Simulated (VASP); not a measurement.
# Al (Fm-3m) in VASP: further runs

One crystal, Al, is run at these levels: PBE; tasks: relaxation of cell and atoms.

Everything below comes from runs of VASP 6.6.1. Logs are shortened: lines on timing, memory, paths and dates and some standing lists are left out, and cuts for length are marked.

## 1. The crystal as given

Symmetry: Fm-3m, No. 225, cubic system. Conventional cell: a = 4.050 Å, b = 4.050 Å, c = 4.050 Å, α = 90.00°, β = 90.00°, γ = 90.00°. Al (site symmetry m-3m) has 12 Al at 2.86 Å as nearest neighbours.

## 2. Relaxation of cell and atoms, PBE

File INCAR:

```
SYSTEM = Al
PREC     = Accurate       ! precision mode
ENCUT    = 350            ! plane-wave cutoff, eV
EDIFF    = 1E-7           ! SCF threshold, eV
ISMEAR   = 0              ! smearing method
SIGMA    = 0.1            ! smearing width, eV
LREAL    = .FALSE.        ! projectors in reciprocal space
LASPH    = .TRUE.         ! aspherical terms in the spheres
NELM     = 100            ! most SCF steps
ALGO     = Normal         ! electronic algorithm
ISIF     = 3              ! what is computed and relaxed
LWAVE    = .FALSE.        ! write WAVECAR
LCHARG   = .FALSE.        ! write CHGCAR
GGA      = PE             ! functional
IBRION   = 2              ! ionic algorithm
NSW      = 80             ! ionic steps
EDIFFG   = -0.002         ! ionic threshold
```

File KPOINTS:

```
Automatic mesh
0
G
  18 18 18
  0 0 0
```

File POSCAR:

```
Al
1.0
    0.0000000000      2.0248050000      2.0248050000
    2.0248050000      0.0000000000      2.0248050000
    2.0248050000      2.0248050000      0.0000000000
Al
1
Direct
    0.0000000000      0.0000000000      0.0000000000
```

Potentials or basis: VASP PAW PBE potentials, release 64 (Al).

Run with:

```
$ cat potpaw_PBE.64/Al/POTCAR > POTCAR
$ mpirun -np 1 vasp_std > vasp.out
```

OUTCAR:

```text
SYSTEM = Al
   PREC = Accurate
   ENCUT = 350
   EDIFF = 1E-7
   ISMEAR = 0
   LREAL = .FALSE.
   LASPH = .TRUE.
   NELM = 100
   ISIF = 3
   GGA = PE
   IBRION = 2
   NSW = 80
   EDIFFG = -0.002

 ion  position               nearest neighbor table
   1  0.000  0.000  0.000-

  LATTYP: Found a face centered cubic cell.
 ALAT       =     4.0496100000

  Lattice vectors:

 A1 = (   0.0000000000,   2.0248050000,   2.0248050000)
 A2 = (   2.0248050000,   0.0000000000,   2.0248050000)
 A3 = (   2.0248050000,   2.0248050000,   0.0000000000)

Analysis of symmetry for initial positions (statically):
=====================================================================
 Subroutine PRICEL returns:
 Original cell was already a primitive cell.

 Routine SETGRP: Setting up the symmetry group for a
 face centered cubic supercell.

 Subroutine GETGRP returns: Found 48 space group operations
 (whereof 48 operations were pure point group operations)
 out of a pool of 48 trial point group operations.

The static configuration has the point symmetry O_h .

Analysis of symmetry for dynamics (positions and initial velocities):
=====================================================================
 Subroutine PRICEL returns:
 Original cell was already a primitive cell.

 Routine SETGRP: Setting up the symmetry group for a
 face centered cubic supercell.

 Subroutine GETGRP returns: Found 48 space group operations
 (whereof 48 operations were pure point group operations)
 out of a pool of 48 trial point group operations.

The dynamic configuration has the point symmetry O_h .

 Subroutine INISYM returns: Found 48 space group operations
 (whereof 48 operations are pure point group operations),
 and found     1 'primitive' translations

----------------------------------------------------------------------------------------

                                     Primitive cell

  volume of cell :      16.6027

  direct lattice vectors                    reciprocal lattice vectors
     0.000000000  2.024805000  2.024805000    -0.246937359  0.246937359  0.246937359
     2.024805000  0.000000000  2.024805000     0.246937359 -0.246937359  0.246937359
     2.024805000  2.024805000  0.000000000     0.246937359  0.246937359 -0.246937359

  length of vectors
     2.863506692  2.863506692  2.863506692     0.427708053  0.427708053  0.427708053

  position of ions in fractional coordinates (direct lattice)
     0.000000000  0.000000000  0.000000000

  ion indices of the primitive-cell ions
   primitive index   ion index
                 1           1

----------------------------------------------------------------------------------------

 KPOINTS: Automatic mesh

Automatic generation of k-mesh.
 Grid dimensions read from file:
 generate k-points for:   18   18   18

 Generating k-lattice:

  Cartesian coordinates                     Fractional coordinates (reciprocal lattice)
    -0.013718742  0.013718742  0.013718742     0.055555556  0.000000000  0.000000000
     0.013718742 -0.013718742  0.013718742     0.000000000  0.055555556  0.000000000
     0.013718742  0.013718742 -0.013718742     0.000000000  0.000000000  0.055555556

  Length of vectors
     0.023761558  0.023761558  0.023761558

  Shift w.r.t. Gamma in fractional coordinates (k-lattice)
     0.000000000  0.000000000  0.000000000

 Subroutine IBZKPT returns following result:
 ===========================================

 Found    195 irreducible k-points:

 Following reciprocal coordinates:
            Coordinates               Weight
  0.000000  0.000000  0.000000      1.000000
  0.055556  0.000000  0.000000      8.000000
  0.111111  0.000000  0.000000      8.000000
  0.166667  0.000000  0.000000      8.000000
  0.222222  0.000000  0.000000      8.000000
  0.277778  0.000000  0.000000      8.000000
[... 16 lines left out ...]
 -0.277778  0.055556  0.000000     24.000000
 -0.222222  0.055556  0.000000     24.000000
 [... further k-points ...]
   k-points           NKPTS =    195   k-points in BZ     NKDIM =    195   number of bands    NBANDS=      5
   number of dos      NEDOS =    301   number of ions     NIONS =      1
   total plane-waves  NPLWV =   5832
   dimension x,y,z NGX =    18 NGY =   18 NGZ =   18
   dimension x,y,z NGXF=    36 NGYF=   36 NGZF=   36
   ions per type =               1
   NGX,Y,Z   is equivalent  to a cutoff of  10.45, 10.45, 10.45 a.u.
   NGXF,Y,Z  is equivalent  to a cutoff of  20.90, 20.90, 20.90 a.u.
 SYSTEM =  Al
   PREC   = accura    normal or accurate (medium, high low for compatibility)
   ISTART =      0    job   : 0-new  1-cont  2-samecut
   ICHARG =      2    charge: 1-file 2-atom 10-const
   ISPIN  =      1    spin polarized calculation?
   LNONCOLLINEAR =      F non collinear calculations
   LSORBIT =      F    spin-orbit coupling
   LASPH  =      T    aspherical Exc in radial PAW
   ENCUT  =  350.0 eV  25.72 Ry    5.07 a.u.   4.37  4.37  4.37*2*pi/ulx,y,z
   NELM   =    100;   NELMIN=  2; NELMDL= -5     # of ELM steps
   EDIFF  = 0.1E-06   stopping-criterion for ELM
   LREAL  =      F    real-space projection
   EDIFFG = -.2E-02   stopping-criterion for IOM
   NSW    =     80    number of steps for IOM
   IBRION =      2    ionic relax: 0-MD 1-quasi-New 2-CG
   NFREE  =      1    steps in history (QN), initial steepest desc. (CG)
   ISIF   =      3    stress and relaxation
   ISYM   =      2    0-nonsym 1-usesym 2-fastsym
   POTIM  = 0.5000    time-step for ionic-motion
   TEBEG  =    0.0;   TEEND  =   0.0 temperature during run
   PSTRESS=    0.0 pullay stress
   NELECT =       3.0000    total number of electrons
   NUPDOWN=      -1.0000    fix difference up-down
   EMIN   =  10.00;   EMAX   =-10.00  energy-range for DOS
   EFERMI =   0.00;   METHOD = LEGACY
   ISMEAR =     0;   SIGMA  =   0.10  broadening in eV -4-tet -1-fermi 0-gaus
   EFERMI_NEDOS =   21; number of points for ismear=-14 and -15
   IALGO  =     38    algorithm
   IMIX   =      4    mixing-type and parameters
     AMIX     =   0.40;   BMIX     =  1.00
     AMIX_MAG =   1.60;   BMIX_MAG =  1.00
  volume/ion in A,a.u.               =      16.60       112.04
  Fermi-wavevector in a.u.,A,eV,Ry     =   0.925526  1.748991 11.654733  0.856599
  Thomas-Fermi vector in A             =   2.051390
   LORBIT       =      0    0 simple, 1 ext, 2 COOP (PROOUT), +10 PAW based schemes
   GGA     = PE    functional components
   LHFCALC =     F    Hartree Fock is set to
   AEXX    =    0.0000 exact exchange contribution
   IVDW    =     0    specifies the selected vdW correction
   LEPSILON=     F    determine dielectric tensor
   LRPA    =     F    only Hartree local field effects (RPA)
 conjugate gradient relaxation of ions
 non-spin polarized calculation
 Gauss-broadening in eV      SIGMA  =   0.10
  energy-cutoff  :      350.00
  volume of cell :       16.60
 maximum number of plane-waves:       262
 NGX is ok and might be reduce to    18
   NGX =  9   NGY =  9   NGZ =  9

--------------------------------------- Ionic step        1  -------------------------------------------

 number of electron       3.0000000 magnetization

 Free energy of the ion-electron system (eV)
  ---------------------------------------------------
  ext. energy  EPLUGINS =         0.00000000
  ---------------------------------------------------
  free energy    TOTEN  =        -3.74327029 eV

  energy without entropy =       -3.74039180  energy(sigma->0) =       -3.74183104

------------------------ aborting loop because EDIFF is reached ----------------------------------------

  FORCE on cell =-STRESS in cart. coord.  units (eV):
  Direction    XX          YY          ZZ          XY          YZ          ZX
  --------------------------------------------------------------------------------------
  -------------------------------------------------------------------------------------
  Total       -0.0557011     -0.0557011     -0.0557011      0.0000000      0.0000000     -0.0000000
  in kB       -5.3751988     -5.3751988     -5.3751988      0.0000000      0.0000000     -0.0000000
  external PRESSURE =      -5.3751988 kB  Pullay stress =       0.0000000 kB
[... 55 lines left out ...]
  energy  without entropy=       -3.7405309319  energy(sigma->0) =       -3.74199915

--------------------------------------- Ionic step        3  -------------------------------------------

 number of electron       3.0000000 magnetization

 Free energy of the ion-electron system (eV)
  ---------------------------------------------------
  ext. energy  EPLUGINS =         0.00000000
  ---------------------------------------------------
  free energy    TOTEN  =        -3.74347075 eV

  energy without entropy =       -3.74054018  energy(sigma->0) =       -3.74200547

 E-fermi :   8.0025     XC(G=0): -10.1997

 val. band max:        7.9955872032   @ k =  -0.2778   0.2778   0.0556
 cond. band min:       8.0027322008   @ k =  -0.2778   0.5000   0.2222
 fundamental gap:      0.0071449976
 Fermi energy:         8.0025350448

 k-point     1 :       0.0000    0.0000    0.0000
  band No.  band energies     occupation
      1      -3.1304      2.00000
      2      20.6423      0.00000
      3      20.6423      0.00000
      4      20.6423      0.00000
      5      22.1343      0.00000

 k-point     2 :       0.0556    0.0000    0.0000
  band No.  band energies     occupation
      1      -3.0464      2.00000
      2      19.1223      0.00000
      3      20.3296      0.00000
      4      20.3296      0.00000
      5      22.5779      0.00000
[... 169 lines left out ...]
 k-point    24 :      -0.2222    0.0556    0.0000
  band No.  band energies     occupation
      1      -1.4881      2.00000
      2      11.8552      0.00000
      3      17.3046      0.00000
      4      20.1589      0.00000
      5      21.9069      0.00000

 [... further k-points ...]

------------------------ aborting loop because EDIFF is reached ----------------------------------------

  FORCE on cell =-STRESS in cart. coord.  units (eV):
  Direction    XX          YY          ZZ          XY          YZ          ZX
  --------------------------------------------------------------------------------------
  -------------------------------------------------------------------------------------
  Total        0.0001636      0.0001636      0.0001636      0.0000000      0.0000000     -0.0000000
  in kB        0.0159025      0.0159025      0.0159025      0.0000000      0.0000000     -0.0000000
  external PRESSURE =       0.0159025 kB  Pullay stress =       0.0000000 kB
[... 16 lines left out ...]
  FREE ENERGIE OF THE ION-ELECTRON SYSTEM (eV)
  ---------------------------------------------------
  free  energy   TOTEN  =        -3.7434707528 eV

  energy  without entropy=       -3.7405401813  energy(sigma->0) =       -3.74200547

 reached required accuracy - stopping structural energy minimisation
```

Wall time 8.5 s (1 thread of Intel Xeon Platinum 8559C (Emerald Rapids), shared host); peak memory 0.12 GiB.

Results:

```yaml
Free_energy: -3.7435 eV
Relaxed_volume: 16.48 Å³/atom
Relaxed_cell: a = 2.857 Å, b = 2.857 Å, c = 2.857 Å, α = 60.00°, β = 60.00°, γ = 60.00°
Space_group_after_relaxing_to_0.05_Å: Fm-3m (No. 225)
Energy_gained_by_relaxing: 0.2 meV/atom
Ionic_steps: 3
Pressure_after_relaxing: 0.0 GPa
Band_gap_on_the_k_mesh: none (metal or under the smearing width)
```

The path:
```
step  energy change (eV)  largest force (eV/Å)  pressure (GPa)  volume (Å³)
   1              0.0000                0.0000           -0.54        16.60
   2             -0.0002                0.0000            0.07        16.47
   3             -0.0002                0.0000            0.00        16.48
```

Final structure:
```
CELL_PARAMETERS angstrom
0.00000 2.01999 2.01999
2.01999 0.00000 2.01999
2.01999 2.01999 0.00000
ATOMIC_POSITIONS crystal
Al 0.00000 0.00000 0.00000
```

Levels at points of the mesh, in eV from the Fermi level:
```csv
k point,band 1,band 2,band 3,band 4,band 5
"(0.00, 0.00, 0.00)",-11.13,12.64,12.64,12.64,14.13
"(0.50, 0.00, 0.00)",-4.59,-4.37,11.43,11.43,11.48
"(0.50, 0.50, 0.00)",-2.92,-1.59,5.27,5.61,5.61
```

## 3. Relaxation of cell and atoms, PBE

This run uses another cell than the first one, of 16.48 Å³/atom, 0.993 times its volume.

INCAR is that of step 2.

KPOINTS is that of step 2.

File POSCAR:

```
Al                                      
1.0
    0.0000000000      2.0199944526      2.0199944526
    2.0199944526      0.0000000000      2.0199944526
    2.0199944526      2.0199944526      0.0000000000
  Al            
     1
Direct
     0.0000000000000000    0.0000000000000000    0.0000000000000000
```

Potentials or basis: VASP PAW PBE potentials, release 64 (Al).

Run with:

```
$ cat potpaw_PBE.64/Al/POTCAR > POTCAR
$ mpirun -np 1 vasp_std > vasp.out
```

Run time: 6.4 s. Hardware: 1 thread of Intel Xeon Platinum 8559C (Emerald Rapids), shared host; peak memory 0.12 GiB.

Results (log left out):

```
Free energy             : -3.7434 eV
Pressure after relaxing : 0.0 GPa
Band gap on the k mesh  : none (metal or under the smearing width)
```

Final structure:
```cif
data_structure
_symmetry_space_group_name_H-M 'P 1'
_symmetry_Int_Tables_number 1
_cell_length_a 2.8567
_cell_length_b 2.8567
_cell_length_c 2.8567
_cell_angle_alpha 60.000
_cell_angle_beta 60.000
_cell_angle_gamma 60.000
_cell_volume 16.48
loop_
_atom_site_label
_atom_site_type_symbol
_atom_site_fract_x
_atom_site_fract_y
_atom_site_fract_z
_atom_site_occupancy
Al1 Al 0.00000 0.00000 0.00000 1
```

Levels at points of the mesh, in eV from the Fermi level:
| k point | band 1 | band 2 | band 3 | band 4 | band 5 |
| --- | --- | --- | --- | --- | --- |
| (0.00, 0.00, 0.00) | -11.13 | 12.64 | 12.64 | 12.64 | 14.13 |
| (0.50, 0.00, 0.00) | -4.59 | -4.37 | 11.43 | 11.43 | 11.48 |
| (0.50, 0.50, 0.00) | -2.92 | -1.59 | 5.27 | 5.61 | 5.61 |

Caveat: the relaxation stopped at its first step, so nothing moved.
